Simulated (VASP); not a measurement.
The system is Pd.

```
Pd
1.0
     0.00000    1.94650    1.94650
     1.94650    0.00000    1.94650
     1.94650    1.94650    0.00000
Pd
1
Cartesian
  0.0000 0.0000 0.0000
```

* Program: VASP 6.6.1
* Task: relaxation of cell and atoms
* Functional: PBE
* Potentials or basis: VASP PAW PBE potentials, release 64 (Pd)
* Cutoff: 580 eV
* k mesh: 12 × 12 × 12
* Occupations: fermi-dirac, width 0.05 eV
* Spin: no spin polarisation

At the start: pressure 6.8 GPa; volume 14.75 Å³/atom.

Q: How do energy, volume and symmetry change on relaxing?

A: Over 14 steps the energy falls by 10.4 meV/atom and the volume is 15.28 Å³/atom (+3.6 %); space group Fm-3m (No. 225, to 0.05 Å).

Step by step:
| step | energy change (eV) | largest force (eV/Å) | pressure (GPa) | volume (Å³) |
| --- | --- | --- | --- | --- |
| 1 | 0.0000 | 0.0000 | 6.76 | 14.75 |
| 2 | 0.0112 | 0.0000 | -7.79 | 16.12 |
| 3 | -0.0104 | 0.0000 | -0.06 | 15.28 |
| 4 | -0.0104 | 0.0000 | 0.08 | 15.27 |
| 5 | -0.0104 | 0.0000 | 0.07 | 15.27 |
| 6 | -0.0104 | 0.0000 | 0.07 | 15.27 |
| 7 | -0.0104 | 0.0000 | 0.06 | 15.27 |
| 8 | -0.0104 | 0.0000 | 0.06 | 15.27 |
| 9 | -0.0104 | 0.0000 | 0.06 | 15.27 |
| 10 | -0.0104 | 0.0000 | 0.07 | 15.27 |
| 11 | -0.0104 | 0.0000 | 0.07 | 15.27 |
| 12 | -0.0104 | 0.0000 | 0.06 | 15.27 |
| 13 | -0.0104 | 0.0000 | 0.06 | 15.28 |
| 14 | -0.0104 | 0.0000 | 0.05 | 15.28 |

Final structure:
```
Pd
1.0
     0.00000    1.96937    1.96937
     1.96937    0.00000    1.96937
     1.96937    1.96937    0.00000
Pd
1
Direct
  0.00000 0.00000 0.00000
```
